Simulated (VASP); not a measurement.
# Mg: intraband terms of a metal's spectrum

Mg, Im-3m (no. 229), 1 atom in the cell. PBE, independent-particle dielectric function; PAW potentials Mg (PBE set).

## Input

INCAR.step1:
```
SYSTEM = Mg
EDIFF    = 1E-7           ! SCF threshold, eV
ENCUT    = 230            ! plane-wave cutoff, eV
ISMEAR   = 1              ! smearing method
KPAR     = 4            
LASPH    = .TRUE.         ! aspherical terms in the spheres
LCHARG   = .TRUE.         ! write CHGCAR
LMAXMIX  = 4              ! l up to which the mixer works
LWAVE    = .FALSE.        ! write WAVECAR
PREC     = Accurate       ! precision mode
SIGMA    = 0.1            ! smearing width, eV
```

INCAR.step2:
```
SYSTEM = Mg
CSHIFT   = 0.1          
EDIFF    = 1E-6           ! SCF threshold, eV
ENCUT    = 230            ! plane-wave cutoff, eV
ICHARG   = 11             ! starting density
ISMEAR   = 0              ! smearing method
KPAR     = 4            
LASPH    = .TRUE.         ! aspherical terms in the spheres
LCHARG   = .FALSE.        ! write CHGCAR
LMAXMIX  = 4              ! l up to which the mixer works
LWAVE    = .TRUE.         ! write WAVECAR
NBANDS   = 15             ! bands
NEDOS    = 3000           ! points of the DOS
OMEGAMAX = 30           
PREC     = Accurate       ! precision mode
SIGMA    = 0.3            ! smearing width, eV
```

INCAR.step3, as INCAR.step2 but for:
```
- LWAVE = .TRUE.
+ ALGO = None
+ ISTART = 1
+ LOPTICS = .TRUE.
+ LWAVE = .FALSE.
+ NELM = 1
```

INCAR.step4, as INCAR.step3 but for:
```
+ WPLASMAI = 0.03
```

INCAR.step5 to INCAR.step6 change the same tag again: WPLASMAI = 0.1, 0.3.

INCAR.step7, as INCAR.step6 but for:
```
- WPLASMAI = 0.3
+ RTIME = 20
```

INCAR.step8, as INCAR.step7 but for:
```
- RTIME = 20
+ RTIME = 5
```

INCAR.step9, as INCAR.step8 but for:
```
- RTIME = 5
+ LNABLA = .TRUE.
```

INCAR.step10, as INCAR.step9 but for:
```
- ISMEAR = 0
- LNABLA = .TRUE.
+ ISMEAR = -5
```

KPOINTS.step1:
```
k-points
0
Gamma
  11 11 11
```

KPOINTS.step2:
```
k-points
0
Gamma
  21 21 21
```

POSCAR:
```
Mg
1.0
   -1.7727644967      1.7727644967      1.7727644967
    1.7727644967     -1.7727644967      1.7727644967
    1.7727644967      1.7727644967     -1.7727644967
Mg
1
Direct
    0.0000000000      0.0000000000      0.0000000000
```

Commands (each step's output is kept before the next begins):
```
cat potpaw_PBE.64/Mg/POTCAR > POTCAR
cp INCAR.step1 INCAR
cp KPOINTS.step1 KPOINTS
mpirun -np 4 vasp_std > vasp.out
cp INCAR.step2 INCAR
cp KPOINTS.step2 KPOINTS
mpirun -np 4 vasp_std > vasp.out
cp INCAR.step3 INCAR
mpirun -np 4 vasp_std > vasp.out
cp INCAR.step4 INCAR
mpirun -np 4 vasp_std > vasp.out
cp INCAR.step5 INCAR
mpirun -np 4 vasp_std > vasp.out
cp INCAR.step6 INCAR
mpirun -np 4 vasp_std > vasp.out
cp INCAR.step7 INCAR
mpirun -np 4 vasp_std > vasp.out
cp INCAR.step8 INCAR
mpirun -np 4 vasp_std > vasp.out
cp INCAR.step9 INCAR
mpirun -np 4 vasp_std > vasp.out
cp INCAR.step10 INCAR
mpirun -np 4 vasp_std > vasp.out
```

## Result

- Bands: 15

One ground state, settings moved in the last step alone:

| Settings | Plasma frequency (eV) | Im ε at 0.5 eV | Im ε at 1 eV | Im ε at 2 eV | Im ε at 4 eV | Time (s) |
|---|---|---|---|---|---|---|
| interband part alone | 8.50 | 76.0 | 43.0 | 4.7 | 0.5 | 9 |
| Drude term, WPLASMAI 0.03 | 8.50 | 93.2 | 45.2 | 5.0 | 0.6 | 9 |
| Drude term, WPLASMAI 0.1 | 8.50 | 131.5 | 50.1 | 5.6 | 0.6 | 8 |
| Drude term, WPLASMAI 0.3 | 8.50 | 203.5 | 62.9 | 7.4 | 0.9 | 8 |
| relaxation time RTIME 20 fs | 8.50 | 94.9 | 45.4 | 5.0 | 0.6 | 9 |
| relaxation time RTIME 5 fs | 8.50 | 147.1 | 52.3 | 5.9 | 0.7 | 9 |
| transversal form (LNABLA) | 8.48 | 75.8 | 42.9 | 4.7 | 0.5 | 9 |
| tetrahedron method | – | – | – | – | – | no result |

VASP 6.6.1 took 78 s on 4 cores (Intel Xeon Platinum 8259CL @ 2.50GHz (Skylake/Cascade Lake)), a shared host.
